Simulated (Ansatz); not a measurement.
## Hf under changes of volume

One of the cells (21.939 Å³/atom); the others are scaled copies at fixed shape and fractional positions:

```xyz
3
Lattice="4.9623 0.0000 0.0000 -2.4812 4.2975 0.0000 0.0000 0.0000 3.0862" Properties=species:S:1:pos:R:3 pbc="T T T"
Hf    0.0000    0.0000    0.0000
Hf    0.0000    2.8650    1.5431
Hf    2.4812    1.4325    1.5431
```

This isn't the form of Hf at room conditions, which is hcp.

* Program: Ansatz 0.2.0
* Functional: LDA
* Potentials or basis: all-electron LAPW, scalar-relativistic
* Cutoff: 247 eV (chosen from the basis error)
* Basis error allowed: 0.002 eV/atom
* k mesh: 6 × 6 × 9
* Occupations: fermi-dirac, width 0.05 eV
* Spin: no spin polarisation

```csv
volume (Å³/atom),energy over the lowest point (meV/atom),pressure (GPa)
20.622,0.00,0.1
21.061,?,?
21.500,12.81,-4.6
21.939,28.24,-6.6
22.377,49.01,-8.5
22.816,74.64,-10.2
23.255,104.69,-11.7
```

**Question.** What does the run at 21.061 Å³/atom give?

**Answer.** Energy over the lowest point 3.20 meV/atom; pressure -2.3 GPa.

Worked out: A Birch-Murnaghan fit of order 3 (a polynomial in V^(-2/3)) to the other rows has its minimum at 20.64 Å³/atom with B0 = V·E''(V) = 121 GPa and B' = 3.4 at fixed shape and positions, which overstates the stiffness. It gives 3.19 meV/atom at 21.061 Å³/atom, against the run's 3.20, and -dE/dV = -2.4 GPa, against -2.3.

Energies are extrapolated to zero smearing.

The runs don't all hold the same shells in valence.
